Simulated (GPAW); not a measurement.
SrO:

```xyz
2
Lattice="0.0000 2.5663 2.5663 2.5663 0.0000 2.5663 2.5663 2.5663 0.0000" Properties=species:S:1:pos:R:3 pbc="T T T"
Sr    2.5663    2.5663    2.5663
O     0.0000    0.0000    0.0000
```

Base run:

- Program: GPAW 26.7.0
- Functional: RPBE
- Potentials or basis: the program's PAW data sets (release 1.2.1) made for this functional
- Cutoff: 800 eV
- Basis: pw
- k mesh: 9 × 9 × 9
- Occupations: fermi-dirac, width 0.05 eV
- Spin: no spin polarisation

Its results: band gap on the k mesh 3.54 eV, indirect (least direct gap 3.62 eV); pressure 6.9 GPa.

The run is repeated on the same cell with these changes: functional from RPBE to LDA. What comes out?

Band gap on the k mesh 3.26 eV, indirect (least direct gap 3.34 eV); pressure -3.2 GPa.

LDA binds more tightly than RPBE, so the same cell stands under less pressure.

A k mesh can miss the band edges.
